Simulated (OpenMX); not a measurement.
# PtS2 under changes of volume

One of the cells (18.261 Å³/atom); the others are scaled copies at fixed shape and fractional positions:

```
CELL_PARAMETERS angstrom
3.54320 0.00000 0.00000
-1.77160 3.06850 0.00000
0.00000 0.00000 5.03880
ATOMIC_POSITIONS crystal
Pt 0.00000 0.00000 0.00000
S 0.66667 0.33333 0.77300
S 0.33333 0.66667 0.22700
```

* Program: OpenMX 3.8.5
* Functional: LDA
* Potentials or basis: OpenMX 2013 LDA set, Pt7.0-s3p2d2f1, S7.0-s2p2d1f1, fixed grid of 36 × 36 × 60 points
* k mesh: 9 × 9 × 5
* Occupations: fermi-dirac, width 0.05 eV
* Spin: no spin polarisation

```csv
volume (Å³/atom),energy over the lowest point (meV/atom),gap on the mesh (eV),largest force (eV/Å)
17.165,94.85,1.00,2.264
17.531,58.34,0.97,1.857
17.896,31.62,0.95,1.484
18.261,13.47,0.93,1.143
18.626,?,?,?
18.992,0.00,0.88,0.537
19.357,3.20,0.86,0.272
```

Task: What does the run at 18.626 Å³/atom give?

Result: Energy over the lowest point 3.17 meV/atom; gap on the mesh 0.90 eV; largest force 0.828 eV/Å.

Worked out: A Birch-Murnaghan fit of order 3 (a polynomial in V^(-2/3)) to the other rows has its minimum at 18.99 Å³/atom with B0 = V·E''(V) = 146 GPa and B' = 4.2 at fixed shape and positions, which overstates the stiffness. It gives 3.21 meV/atom at 18.626 Å³/atom, against the run's 3.17. A straight line through the other rows of the gap, of slope -1.15 eV per unit of ln V, gives 0.90 eV, against the run's 0.90.

Energies are extrapolated to zero smearing.

Caveats: spin-orbit coupling is left out, which moves the levels of the heavy elements; an odd mesh through Γ misses points on the zone boundary, where band edges often lie; the basis of atomic orbitals isn't converged, which shifts pressures, moduli and gaps; forces of over 1 eV/Å show positions far from the minimum, so gaps and moduli don't describe the material at rest (some runs).
